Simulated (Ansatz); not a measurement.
**W (Im-3m) under several functionals**

**Measured values to compare with.**

From a printed reference work, monograph, original work of 1987, for a powder of W at 297.95 K: lattice constant a 3.16519 ± 0.000027 Å.

Plane-wave DFT in Ansatz with scalar-relativistic PAW potentials. The same structure was relaxed (cell and atoms, symmetry kept) in separate runs at each level. No spin polarisation.

| level | cutoff (eV) | k mesh | V (Å³/atom) | a (Å) |
| --- | --- | --- | --- | --- |
| PBEsol | 420 | 18×18×18 | 15.692 | 3.154 |
| PBE+D3(BJ) | 420 | 18×18×18 | 15.768 | 3.159 |
| PBE | 420 | 18×18×18 | 16.133 | 3.184 |

Task: Where does r2SCAN (500 eV, k mesh 18×18×18) fall?

Result: V (Å³/atom) 15.903, a (Å) 3.168. Its volume is between those of PBE+D3(BJ) and PBE. The usual order of volumes, PBEsol < PBE, holds here (15.692, 16.133 Å³/atom). As a rule PBEsol, built on the gradient expansion of slowly varying densities, lies between LDA and PBE; PBE's stronger gradient term for exchange weakens bonds. Adding D3 to PBE changes the volume by -2.3 %; the term is attractive, so it pulls cells in. In metals the pairwise form ignores screening by the conduction electrons and often pulls in too far. r2SCAN lies 1.4 % under PBE in volume.

For PBE: Against the measured lattice constant a of W, 3.16519 Å (297.95 K; powder; a printed reference work, monograph, original work of 1987), the calculated 3.184 Å is off by +0.6 %. The calculations are for 0 K without zero-point motion.

Spin–orbit coupling is left out, which can shift energies with elements as heavy as these.